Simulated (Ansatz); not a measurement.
# RbBr: the crystal squeezed far

The task here is to estimate one member of a computed series from the others.

Method: DFT, PBEsol, PAW with Ansatz's default frozen-core files, scalar-relativistic, in Ansatz 0.2.0.

### The system as given

Symmetry: Pm-3m, No. 221, cubic system. The conventional cell has a = 4.126 Å, b = 4.126 Å, c = 4.126 Å, α = 90.00°, β = 90.00°, γ = 90.00°. Around Rb (site symmetry m-3m) lie 8 Br at 3.57 Å. Br (site symmetry m-3m) has 8 Rb at 3.57 Å as nearest neighbours.

Coordinates:

```cif
data_structure
_symmetry_space_group_name_H-M 'Pm-3m'
_symmetry_Int_Tables_number 221
_cell_length_a 4.1261
_cell_length_b 4.1261
_cell_length_c 4.1261
_cell_angle_alpha 90.000
_cell_angle_beta 90.000
_cell_angle_gamma 90.000
_cell_volume 70.24
loop_
_atom_site_label
_atom_site_type_symbol
_atom_site_symmetry_multiplicity
_atom_site_Wyckoff_symbol
_atom_site_fract_x
_atom_site_fract_y
_atom_site_fract_z
_atom_site_occupancy
Rb1 Rb 1 a 0.00000 0.00000 0.00000 1
Br1 Br 1 b 0.50000 0.50000 0.50000 1
```

The file gives the conventional cell by its symmetry; the runs use the cell typed in the input.

Whether this phase is the stable one at these pressures isn't tested.

Atoms are numbered in the order of the input: Rb1, Br2.

The first run:

Contents of input.yaml:

```yaml
crystal:
  lattice:
    - [4.1260773, 0.0, 0.0]
    - [0.0, 4.1260773, 0.0]
    - [0.0, 0.0, 4.1260773]
  atoms:
    - { symbol: Rb, position: [0.0, 0.0, 0.0] }
    - { symbol: Br, position: [0.5, 0.5, 0.5] }
kpoints:
  mp_grid: { grid: [7, 7, 7] }
scf:
  occupations: { method: fermi_dirac, width: 0.03 }
hamiltonian:
  xc: pbesol
  pseudopotentials: { kind: paw }
output:
  forces: true
  stress: true
  write_density: true
  write_potential: true
  elf: true
  volumetric_format: npy
relax:
  f_tol: 0.01
  max_steps: 30
```

Launch:

```
> ansatz run input.yaml --threads 1 --pin off --max-ram 2048MiB --backend cpu --events-out ev --progress --plain --runs-dir out
```

Among the steps run: Atoms relaxed at the given volume, PAW; Volume scaled by 1, PAW; Atoms relaxed at 0.8 of the volume, PAW; Volume scaled by 0.8, PAW; Atoms relaxed at 0.65 of the volume, PAW; Volume scaled by 0.65, PAW; Atoms relaxed at 0.55 of the volume, PAW; Volume scaled by 0.55, PAW.

One table of the session follows, with a row left open; its other results are not shown here.

```
method  volume over the first  volume (Å³/atom)  pressure (GPa)  gap (eV)
   PAW                      1            35.122           -0.60      3.91
   PAW                    0.8                 ?               ?         ?
   PAW                   0.65            22.829           18.04      4.44
   PAW                   0.55            19.317           38.84      3.58
```

Q: Estimate the row for PAW, 0.8 from the others.

**Answer.** volume (Å³/atom): 28.098; pressure (GPa): 5.03; gap (eV): 4.81. In the column «volume (Å³/atom)» it lies between PAW, 0.65 (22.829) and PAW, 1 (35.122).

To keep in mind: Warnings in the runs' records: stress scf threshold loose, gradients without spin orbit.
